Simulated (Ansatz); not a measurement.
A calculation with Ansatz 0.2.0 of Cu (ASE script, Cartesian positions):

File run.py:

```python
import json

import numpy as np

import ansatz as az

calculation = (
    az.Crystal.from_extxyz("Cu.xyz")
    .calculation()
    .kpoints(10, 10, 10)
    .functional("lda")
    .pseudopotentials(kind="paw", accuracy="standard", xc_functional="pbe")
    .scf(extra_bands=6)
    .occupations(method="gaussian", width=0.025)
    .band_structure(path=(((0.5, 0.0, 0.0), (0.0, 0.0, 0.0), (-0.5, 0.5, 0.0)), ((0.0, 0.5, 0.0), (0.0, 0.0,
        0.0), (0.0, -0.5, 0.5)), ((0.5, -0.5, 0.5), (0.0, 0.0, 0.0), (-0.5, 0.0, 0.5)), ((0.0, 0.0, 0.5), (0.0, 0.0,
        0.0))), intervals=14)
    .forces()
    .stress()
    .band_table(publish=True)
)
outcome = calculation.run(threads=2, events_out="events.jsonl")

report = outcome.report
for line in open("events.jsonl"):
    event = json.loads(line)
    if event["event"] == "scf_iter":
        d = event["data"]
        print(f"SCF {d['iter']:3d}  HF = {d['harris_foulkes_ev']:.6f} eV  dr2 = {d['dr2_ev']:.2e} eV")
    elif event["event"] in ("relax_step", "md_step"):
        d = event["data"]
        print(f"{event['event']} {d['step']:3d}  E = {d['lagrangian_ev']:.6f} eV")
np.set_printoptions(precision=5, suppress=True, linewidth=110)
print("converged:", report["converged"], "after", report["n_iterations"], "iterations")
print(f"free energy {report['free_energy_ev']:.6f} eV, Fermi level {report['fermi_energy_ev']:.4f} eV")
for key in ("band_edges_ev", "magnetization_mub", "site_moments_mub", "site_moments_nc_mub", "forces_ev_ang",
                "stress_gpa"):
    if report.get(key) is not None:
        print(key, np.array(report[key]), sep="\n")
```

The input Cu.xyz:

```xyz
1
Lattice="-1.4762890000 1.4474620000 1.3868760000 1.4393640000 -1.4568700000 1.3580260000 1.4560510000 1.4366330000 -1.3967410000" Properties=species:S:1:pos:R:3 pbc="T T T"
Cu     0.0172655869     -0.0050643417      0.0101835759
```

Potentials or basis: SSSP efficiency PAW.

Command:

```console
$ python run.py
```

The cell isn't the ideal one: cell strained at random at fixed volume.

This isn't the form of Cu at room conditions, which is fcc.

Task: Write the same calculation in another form: native input, structure typed inline.

Result: As run:

Contents of input.yaml:

```yaml
crystal:
  lattice:
    - [-1.476289, 1.447462, 1.386876]
    - [1.439364, -1.45687, 1.358026]
    - [1.456051, 1.436633, -1.396741]
  atoms:
    - { symbol: Cu, position: [0.002087, 0.009788, 0.004298] }
hamiltonian:
  xc: lda
  pseudopotentials: { kind: paw, accuracy: standard, xc_functional: pbe }
kpoints:
  mp_grid: { grid: [10, 10, 10] }
  band_path:
    path:
      - [[0.5, 0.0, 0.0], [0.0, 0.0, 0.0], [-0.5, 0.5, 0.0]]
      - [[0.0, 0.5, 0.0], [0.0, 0.0, 0.0], [0.0, -0.5, 0.5]]
      - [[0.5, -0.5, 0.5], [0.0, 0.0, 0.0], [-0.5, 0.0, 0.5]]
      - [[0.0, 0.0, 0.5], [0.0, 0.0, 0.0]]
    npoints: 14
scf:
  occupations: { method: gaussian, width: 0.025 }
  n_extra_bands: 6
output:
  forces: true
  stress: true
  eigenvalues: true
  fatbands: false
```

Potentials or basis: SSSP efficiency PAW.

Run with:

```bash
$ ansatz run input.yaml --threads 2 --pin off --max-ram 5120MiB --backend cpu --events-out ev --progress --plain --runs-dir out
```

Both were run:

|  | ASE script, Cartesian positions | native input, structure typed inline |
| --- | --- | --- |
| Pressure | -7.5 GPa | -7.5 GPa |
| Band gap on the k mesh | none (metal or under the smearing width) | none (metal or under the smearing width) |

Keys that steer only the numerical path or the files written may differ.
